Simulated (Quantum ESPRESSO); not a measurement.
# Cu under changes of volume

One of the cells (11.458 Å³/atom); the others are scaled copies at fixed shape and fractional positions:

```
Cu
1.0
    -1.44279    1.44279    1.37608
     1.44279   -1.44279    1.37608
     1.44279    1.44279   -1.37608
Cu
1
Cartesian
  0.0000 0.0000 0.0000
```

This isn't the form of Cu at room conditions, which is fcc.

| Item | Value |
| --- | --- |
| Program | Quantum ESPRESSO 7.5 |
| Functional | LDA |
| Potentials or basis | GBRV 1.5 LDA |
| Cutoff | 762 eV |
| Density cutoff | 6095 eV |
| k mesh | 13 × 13 × 13 |
| Occupations | fermi-dirac, width 0.05 eV |
| Spin | no spin polarisation |

| volume (Å³/atom) | energy over the lowest point (meV/atom) | pressure (GPa) |
| --- | --- | --- |
| 10.771 | 2.30 | 3.1 |
| 11.000 | 0.00 | -0.8 |
| 11.229 | ? | ? |
| 11.458 | 11.19 | -7.6 |
| 11.687 | 23.42 | -10.5 |
| 11.916 | 39.40 | -12.8 |
| 12.146 | 58.65 | -15.0 |

**Question.** What does the run at 11.229 Å³/atom give?

**Answer.** Energy over the lowest point 3.17 meV/atom; pressure -4.5 GPa.

Worked out: A Birch-Murnaghan fit of order 3 (a polynomial in V^(-2/3)) to the other rows has its minimum at 10.98 Å³/atom with B0 = V·E''(V) = 187 GPa and B' = 5.3 at fixed shape and positions, which overstates the stiffness. It gives 3.18 meV/atom at 11.229 Å³/atom, against the run's 3.17, and -dE/dV = -4.0 GPa, against -4.5.

Energies are extrapolated to zero smearing.
